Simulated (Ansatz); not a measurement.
# Quasiparticle gap of SiB2P2C (zincblende [110] superlattice), part 3 of 3

Aim: the quasiparticle gap of SiB2P2C (zincblende [110] superlattice), starting from PBEsol.

Ansatz 0.2.0; PBEsol, then G0W0 on it, plane waves, PAW. Known limits of the many-body steps: finite bands, screening cutoff and k mesh; no spin-orbit coupling in G0W0.

So far. Step 3 (Bands along the symmetry lines): Over mesh and path the gap is 0.797 eV, from k = Γ to k = (-0.500, 0.000, 0.500). The least direct gap found is 0.867 eV, at k = Γ. The program's warnings for this run: structure snapped to symmetry.

## Step 4: G0W0 on the 4×4×2 mesh

G0W0 replaces the xc potential by a self-energy built once from the orbitals of the start. Levels are corrected in the window of bands that the input names, at points of the mesh.

This step: G0W0 on PBEsol, plane waves, PAW; PAW set soft_1.

input.yaml

```yaml
crystal:
  lattice:
    - [3.1626406135, 0.0, 0.0]
    - [0.0, 4.4867471562, -2.1681e-06]
    - [0.0, -4.6631e-06, 9.5214322251]
  atoms:
    - { symbol: B, position: [0.0, -0.0275991581, 0.0738524308] }
    - { symbol: P, position: [0.5, 0.2290313149, 0.0917151119] }
    - { symbol: B, position: [0.5, 0.4808022534, 0.2580866696] }
    - { symbol: P, position: [0.0, 0.7322991948, 0.2491993833] }
    - { symbol: B, position: [0.0, -0.0191977068, 0.4174493907] }
    - { symbol: P, position: [0.5, 0.2322991288, 0.4263365533] }
    - { symbol: B, position: [0.5, 0.472400192, 0.6016838273] }
    - { symbol: P, position: [0.0, 0.7290314443, 0.5838211069] }
    - { symbol: Si, position: [0.0, 0.0493034712, 0.7672996926] }
    - { symbol: C, position: [0.5, 0.2861631318, 0.7520628987] }
    - { symbol: Si, position: [0.5, 0.5493035824, 0.9082366183] }
    - { symbol: C, position: [0.0, 0.7861631513, 0.9234735059] }
kpoints:
  mp_grid: { grid: [4, 4, 2] }
hamiltonian:
  xc: pbesol
  pseudopotentials: { kind: paw, azcp: { folder: soft_1 }, xc_functional: pbe }
scf:
  occupations: { method: fixed }
gw:
  n_empty_bands: 353
  ecut_chi: 110.0
  qp_bands: [v4, c4]
  qp_kpoints: band_edges
  screening: { model: contour_deformation }
```

Launch:

```bash
$ ansatz run input.yaml --threads 4 --pin off --max-ram 17510MiB --backend cpu --events-out ev --progress --plain --runs-dir out
```

Numbers of over 12 decimals in the logs are rounded to 6 here.

What it wrote:

```text
[...]
Crystal: 12 atoms, lattice volume = 135.109 Å³
Basis set: ecut = 420 eV, 2663 PW (Γ)
Bands: 36, of which v1, the nominal top of the filled ones, is band 24 counted from 1 (23 counted from 0)
Symmetry: 4 space group operations
[...]
k-points: 18 of 32 (time reversal used)
[...]
SCF iter   1: F=—  HF=-5315.900580 eV  |F-HF|=—  |Δ(HF+E_count)|=         —  Δρ=9.81e-2  dr2=1.62e1  ethr=3.10e-3  ⟨swp⟩=5.6  Hψ=2834  notcnv=0  defer=168
[...]
SCF iter   8: F=-5310.706928 eV  HF=-5310.706928 eV  |F-HF|=5.10e-9  |Δ(HF+E_count)|=   1.81e-7  Δρ=4.11e-6  dr2=2.53e-8  ethr=2.08e-10  ⟨swp⟩=14.7  Hψ=4033  notcnv=0
SCF 1 converged in 8 iterations: F = -5310.706928 eV  dr2 = 2.53e-8
[...]
G₀W₀ screening: q 1/18
[... further progress lines ...]
SCF converged after 8 iterations
Free energy (F): -5310.706928 eV
[...]
Internal energy: -5310.706928 eV  (E = F + TS)
E sigma→0 (E₀):  -5310.706928 eV
Fermi energy:    9.678005 eV
[...]
--- Band table (eV; the first three rows and the last of 18) ---
  k-point 0: bands = [... 20 lower, 9.0152, 9.3371, 9.5633, 9.6780, 10.5377, 11.2251, 12.2581, 12.4196, ... 8 higher]
  k-point 1: bands = [... 20 lower, 8.3852, 8.8880, 9.2111, 9.6533, 11.0380, 11.4063, 12.9842, 13.0730, ... 8 higher]
  k-point 2: bands = [... 20 lower, 8.4128, 8.6856, 8.6964, 8.7645, 10.8141, 11.9198, 12.4621, 12.8240, ... 8 higher]
  k-point 17: bands = [... 20 lower, 7.1907, 7.1907, 7.3809, 7.3809, 13.2311, 13.2311, 13.7303, 13.7303, ... 8 higher]
--- G₀W₀: contour deformation, 7 samples at zero and on the imaginary axis and 1 off it, 32 q-points, 353 empty bands' worth ---
  eigenvalues of the whole cell's RPA ε∞ on this k-mesh (on a slab, of 1 + 4πα/V) = 8.7831, 8.9496, 10.5955; static W/v taken at q = 0 is 0.103238
  bands read: the sum over 377 bands ends inside a degenerate multiplet in 10 slots, whose members it reads at an even weight; the widest, k=4: bands 377 to 378 (counted from 1) at 1/2 each
  gw.qp_kpoints: band_edges: 10 of 18 stored k-points solved, in 1 pass; an edge of the gap read off the rows below is read off those points alone
    valence top: of the k-points left out ik 8 came nearest to being solved in a further pass, in band 24 (counted from 1, as in the quasiparticle table): it holds the edge there only if its correction is more favourable than any solved in that band by at least 1.130 eV; those differ by 0.156 eV
    conduction bottom: of the k-points left out ik 14 came nearest to being solved in a further pass, in band 25 (counted from 1, as in the quasiparticle table): it holds the edge there only if its correction is more favourable than any solved in that band by at least 0.785 eV; those differ by 0.123 eV
    ik  band        ε_KS         Σx   Σc(E_QP)       V_xc       Z   E_QP_lin       E_QP  E_QP is
     0    21      9.0152   -17.1008     1.6881   -14.9838  0.7850     8.5849     8.5863  root
     0    22      9.3371   -16.8350     1.3872   -15.0692  0.7893     8.9577     8.9586  root
     0    23      9.5633   -16.9511     1.3627   -15.2254  0.7893     9.1994     9.2002  root
     0    24      9.6780   -16.8813     1.4396   -15.0562  0.7886     9.2916     9.2925  root
     0    25     10.5377    -7.2052    -4.1505   -11.7110  0.8063    10.8939    10.8930  root
     0    26     11.2251    -7.3095    -4.3060   -11.9791  0.8021    11.5897    11.5888  root
     0    27     12.2581    -7.1904    -4.5702   -12.1850  0.7987    12.6840    12.6825  root
     0    28     12.4196    -7.2230    -4.6122   -12.2873  0.8011    12.8735    12.8717  root
     1    21      8.3852   -16.9030     1.5996   -14.8886  0.7841     7.9691     7.9704  root
     1    22      8.8880   -16.4535     1.3650   -14.6672  0.7885     8.4655     8.4667  root
     1    23      9.2111   -17.3475     1.7048   -15.2421  0.7856     8.8094     8.8105  root
     1    24      9.6533   -16.7937     1.4163   -14.9894  0.7886     9.2644     9.2653  root
     1    25     11.0380    -7.1174    -4.3638   -11.8674  0.8039    11.4253    11.4242  root
     1    26     11.4063    -7.1838    -4.3925   -11.9542  0.8020    11.7854    11.7843  root
     1    27     12.9842    -7.2880    -4.7200   -12.4510  0.7914    13.4291    13.4272  root
     1    28     13.0730    -7.4777    -4.6308   -12.5673  0.7922    13.5338    13.5318  root
     2    21      8.4128   -17.2854     1.6911   -15.1516  0.7827     7.9686     7.9701  root
     2    22      8.6856   -16.6779     1.5072   -14.7343  0.7870     8.2479     8.2492  root
     2    23      8.6964   -17.1286     1.7918   -14.8901  0.7834     8.2481     8.2496  root
     2    24      8.7645   -16.8919     1.7000   -14.7692  0.7843     8.3405     8.3418  root
     2    25     10.8141    -7.5398    -4.1793   -12.0883  0.8037    11.1843    11.1833  root
     2    26     11.9198    -6.8369    -4.5136   -11.7490  0.8007    12.3196    12.3184  root
     2    27     12.4621    -7.7932    -4.5493   -12.8061  0.7937    12.9274    12.9256  root
     2    28     12.8240    -7.4873    -4.6593   -12.6129  0.7937    13.2923    13.2903  root
     3    21      8.6981   -17.2044     1.8133   -14.9504  0.7836     8.2559     8.2574  root
     3    22      8.7334   -16.7388     1.6662   -14.6509  0.7843     8.3104     8.3117  root
     3    23      8.8157   -17.0628     1.5990   -15.0689  0.7860     8.4197     8.4207  root
     3    24      8.9024   -16.8972     1.5078   -14.9878  0.7868     8.4996     8.5007  root
     3    25     11.5221    -7.1835    -4.4666   -12.0609  0.8015    11.9344    11.9330  root
     3    26     11.7372    -7.4070    -4.4309   -12.2405  0.7994    12.1410    12.1398  root
     3    27     12.9982    -8.1953    -4.6442   -13.3293  0.7898    13.4902    13.4880  root
     3    28     13.3493    -7.6471    -4.8257   -12.9650  0.7876    13.8440    13.8416  root
     4    21      7.7369   -16.9802     1.8771   -14.6272  0.7798     7.2591     7.2610  root
     4    22      7.7369   -16.9802     1.8771   -14.6272  0.7798     7.2591     7.2610  root
     4    23      8.1091   -17.2531     2.0149   -14.7589  0.7800     7.6277     7.6298  root
     4    24      8.1091   -17.2531     2.0149   -14.7589  0.7800     7.6277     7.6298  root
     4    25     11.6439    -7.8791    -4.3109   -12.6058  0.7988    12.0610    12.0597  root
     4    26     11.6439    -7.8791    -4.3109   -12.6058  0.7988    12.0610    12.0597  root
     4    27     13.1241    -8.3475    -4.7590   -13.6127  0.7888    13.6329    13.6304  root
     4    28     13.1241    -8.3475    -4.7590   -13.6127  0.7888    13.6329    13.6304  root
[...]
13    25     10.4683    -7.3049    -4.0616   -11.7115  0.8074    10.8141    10.8134  root
    13    26     10.4683    -7.3049    -4.0616   -11.7115  0.8074    10.8141    10.8134  root
    13    27     11.0557    -7.4825    -4.1583   -11.9926  0.8038    11.4083    11.4075  root
    13    28     11.0557    -7.4825    -4.1583   -11.9926  0.8038    11.4083    11.4075  root
    16    21      7.7447   -17.3313     2.0457   -14.8145  0.7797     7.2716     7.2735  root
    16    22      7.7447   -17.3313     2.0457   -14.8145  0.7797     7.2716     7.2735  root
    16    23      7.9325   -17.3817     1.9902   -14.9404  0.7802     7.4797     7.4814  root
    16    24      7.9325   -17.3817     1.9902   -14.9404  0.7802     7.4797     7.4814  root
    16    25     12.9256    -8.2245    -4.6098   -13.3027  0.7905    13.3960    13.3939  root
    16    26     12.9256    -8.2245    -4.6098   -13.3027  0.7905    13.3960    13.3939  root
    16    27     13.7497    -7.6380    -4.8230   -12.9357  0.7882    14.2266    14.2243  root
    16    28     13.7497    -7.6380    -4.8230   -12.9357  0.7882    14.2266    14.2243  root
```

The job ended after 5.2 min (4 threads of Arm Neoverse V1, shared host; peak memory 2.2 GiB).

Numbers from this step:

* bands summed: 377
* RPA ε∞ on this mesh (eigenvalues): 8.783, 8.950, 10.60
* plane waves in the screening matrix: 367
* q-points in the mesh: 32
* G0W0 gap over the corrected points: 1.521 eV
* k of the valence top: 0, 0, 0
* k of the conduction bottom: -0.5, 0, -0.5
* starting gap on the mesh: 0.7903 eV
* Z at the valence top: 0.7886
* Z at the conduction bottom: 0.8074
* least direct G0W0 gap over the corrected points: 1.600 eV

Over 10 of 18 irreducible mesh points the G0W0 gap is 1.521 eV, from k = Γ to k = (-0.500, 0.000, -0.500). The PBEsol gap of this run on the mesh is 0.790 eV. The two states that bound the G0W0 gap lie that far apart at the start, so the correction of the gap is 1.521 − 0.790 = +0.731 eV. The start of this run differs from the step before in mesh (8×6×4 and 4×4×2). The program's warnings for this run: structure snapped to symmetry.

Labels follow the order of the start: v1 is the top filled band, c1 the lowest empty one; levels that stay degenerate share a row, the window can cut a multiplet, doubted levels are not marked in this list, bands outside the window were not corrected, and the list may be a part of the corrected levels. Levels before and after the correction, in eV, zero at the valence-band top of each column:

|  | conduction bottom | valence top |
| --- | --- | --- |
| Kohn-Sham | 0.79 | 0.00 |
| G0W0 | 1.52 | 0.00 |

```csv
,level,occupation,energy (eV)
Kohn-Sham,Γ v3,2,-0.341
Kohn-Sham,Γ v2,2,-0.115
Kohn-Sham,Γ v1,2,0.000
Kohn-Sham,Γ c1,0,0.860
Kohn-Sham,Γ c2,0,1.547
Kohn-Sham,Γ c3,0,2.580
Kohn-Sham,(-0.5 0 -0.5) v3,2,-3.382
Kohn-Sham,(-0.5 0 -0.5) v2-v1,2,-3.231
Kohn-Sham,(-0.5 0 -0.5) c1-c2,0,0.790
Kohn-Sham,(-0.5 0 -0.5) c3,0,1.378
G0W0,Γ v3,2,-0.334
G0W0,Γ v2,2,-0.092
G0W0,Γ v1,2,0.000
G0W0,Γ c1,0,1.601
G0W0,Γ c2,0,2.296
G0W0,Γ c3,0,3.390
G0W0,(-0.5 0 -0.5) v3,2,-3.499
G0W0,(-0.5 0 -0.5) v2-v1,2,-3.387
G0W0,(-0.5 0 -0.5) c1-c2,0,1.521
G0W0,(-0.5 0 -0.5) c3,0,2.115
```

The parts of the quasiparticle energy for the two states that bound the G0W0 gap, in eV on the run's own scale (QP = start + Σx + Σc − Vxc, with Σc at the quasiparticle energy):

```
             edge                        k  band   start       Σx      Σc      Vxc      Z      QP
      valence top                        Γ    24   9.678  −16.881   1.440  −15.056  0.789   9.293
conduction bottom  (-0.500, 0.000, -0.500)    25  10.468   −7.305  −4.062  −11.711  0.807  10.813
```

## Step 5: Side by side

Each gap is the least one over the points named; times are wall times on shared hosts, not benchmarks. A G0W0 time includes the run's own self-consistent start. Rows marked * are further runs, not shown as steps, whose inputs differ from the G0W0 step on the same start in the columns given; solver thresholds can differ too. Symmetry makes (-0.500, 0.000, 0.500) and (-0.500, 0.000, -0.500) one point.

```csv
level,mesh,"files, cutoff","bands summed, screening",points,gap (eV),valence top,conduction bottom,least direct gap (eV),time
PBEsol,8×6×4,"soft_1 PAW, 420 eV",-,mesh and path,0.797,Γ,"(-0.500, 0.000, 0.500)",0.867,16 s
G0W0@PBEsol*,4×4×2,"soft_1 PAW, 420 eV","113, 44 eV",10 of 18 irreducible mesh points,1.226,Γ,"(-0.500, 0.000, -0.500)",1.302,38 s
G0W0@PBEsol,4×4×2,"soft_1 PAW, 420 eV","377, 110 eV",10 of 18 irreducible mesh points,1.521,Γ,"(-0.500, 0.000, -0.500)",1.600,5.2 min
```

## Step 6: Summary of results

| Property | Result |
| --- | --- |
| PBEsol gap over mesh and path | 0.797 eV, from k = Γ to k = (-0.500, 0.000, 0.500) |
| G0W0@PBEsol gap over 10 of 18 irreducible mesh points | 1.521 eV, from k = Γ to k = (-0.500, 0.000, -0.500) |
| GW settings | 4×4×2 mesh, 353 empty bands, screening to 110 eV, PAW set soft_1 files |
| known limits | finite bands, screening cutoff and k mesh; no spin-orbit coupling in G0W0 |

Over 10 of 18 irreducible mesh points the G0W0 gap is 1.521 eV, from k = Γ to k = (-0.500, 0.000, -0.500). The PBEsol gap of this run on the mesh is 0.790 eV. The two states that bound the G0W0 gap lie that far apart at the start, so the correction of the gap is 1.521 − 0.790 = +0.731 eV. The valence state moves by 9.293 − 9.678 = −0.385 eV and the conduction state by 10.813 − 10.468 = +0.345 eV, on the run's own scale; with 113 bands the edge states move by +0.361 and +0.796 eV, so the split between the edges depends on the bands and cutoff. Both edges that PBEsol shows over mesh and path lie at k points where levels were corrected. Levels at other points were not corrected, so a lower G0W0 gap elsewhere in the zone is not ruled out. From 113 bands and 44 eV to 377 bands and 110 eV the gap moves by 1.521 − 1.226 = +0.295 eV; bands and screening cutoff rise together, so their parts are not told apart. Two runs can't test a law of convergence, so the limit is not known. For the G0W0 step: the program's warnings for this run: structure snapped to symmetry. For the further run with 113 bands on the 4×4×2 mesh, the program warns: structure snapped to symmetry. The G0W0 runs are scalar-relativistic. No pair of G0W0 runs that differ in the mesh alone is shown (4×4×2 is a supercell whose nearest images lie 13 Å apart), so the error from the mesh is not known here. G0W0 is shown with one set of atomic data (soft_1 PAW), so the error from the files is not known here.

[Paths, hosts, dates, memory and timing lines, banners, echoed tables and standing remarks are left out of the program output.]

[Logs are printed without paths, hosts, clocks, repeated set-up lines and the standing remarks that a program may print on its own settings, such as how far it seeks lower states.]

[Runs of the session that timed out or met a known fault of the program may be left out.]

[Cells called generated may have been cut or substituted from an entry of the Crystallography Open Database or the Materials Project.]

[Hosts, paths, dates, database ids (printed as entryN), source tags and the programs' standing remarks are cut or masked in the printed files.]

[Where an RPA ε∞ is given, it is that of the G0W0 mesh and is not shown converged in it. Names of k-points follow the symmetry that the program found, which can be lower than the space group named. Band edges on a path are those of the sampled points; other points can move an edge, and change direct to indirect where valleys lie close.]

[Hybrid gaps are those of their k-mesh and are not shown converged in it.]
